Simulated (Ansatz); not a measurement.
Wanted: the native input for an Ansatz 0.2.0 run.

* Task: single point
* Functional: PBE
* Potentials or basis: all-electron LAPW, scalar-relativistic
* Cutoff: 376 eV (chosen from the basis error)
* Basis error allowed: 0.001 eV/atom
* k mesh: 11 × 11 × 11
* Occupations: fermi-dirac, width 0.05 eV
* Spin: collinear spin, ferromagnetic start
* Starting moments: [1.0, 0.0] μB

NiO:

```
Ni O
1.0
     0.00000    2.09131    2.09131
     2.09131    0.00000    2.09131
     2.09131    2.09131    0.00000
Ni O
1 1
Direct
  0.00000 0.00000 0.00000
  0.50000 0.50000 0.50000
```

These files were run (other wordings do the same):

input.yaml

```yaml
crystal:
  lattice:
    - [0.0, 2.09130951, 2.09130951]
    - [2.09130951, 0.0, 2.09130951]
    - [2.09130951, 2.09130951, 0.0]
  atoms:
    - { symbol: Ni, position: [0.0, 0.0, 0.0], spin: 1.0 }
    - { symbol: O, position: [0.5, 0.5, 0.5] }
kpoints:
  mp_grid: { grid: [11, 11, 11] }
scf:
  occupations: { method: fermi_dirac, width: 0.05 }
hamiltonian:
  xc: pbe
  pseudopotentials: { kind: all_electron, lapw: { basis_error: 0.001 } }
magnetization:
  spin_polarized: true
output:
  forces: true
  stress: true
  eigenvalues: true
  populations: true
```

Potentials or basis: all-electron LAPW, scalar-relativistic.

Launch:

```console
$ ansatz run input.yaml --threads 2 --pin off --max-ram 6144MiB --backend cpu --events-out ev --progress --plain --runs-dir out
```

It gave:

```json
{
  "Pressure": "4.8 GPa",
  "Band gap on the k mesh": "none (metal or under the smearing width)",
  "Net moment": "1.80 μB per cell",
  "Absolute moment": "1.80 μB per cell",
  "Site moments": "Ni +1.49; O +0.29 μB",
  "Loewdin charges": "Ni +1.09; O -0.97 e"
}
```

Caveat: the atomic charges don't sum to the cell's charge; a cell with one magnetic atom can't hold antiferromagnetic order, which such compounds often take; semilocal functionals often make such compounds metallic where correlation or magnetic order opens a gap, which also shifts bond lengths.

Run time: 20 s on 2 threads of AMD EPYC 7R43 64-Core Processor (Zen 3), on a shared host, peak memory 0.47 GiB.
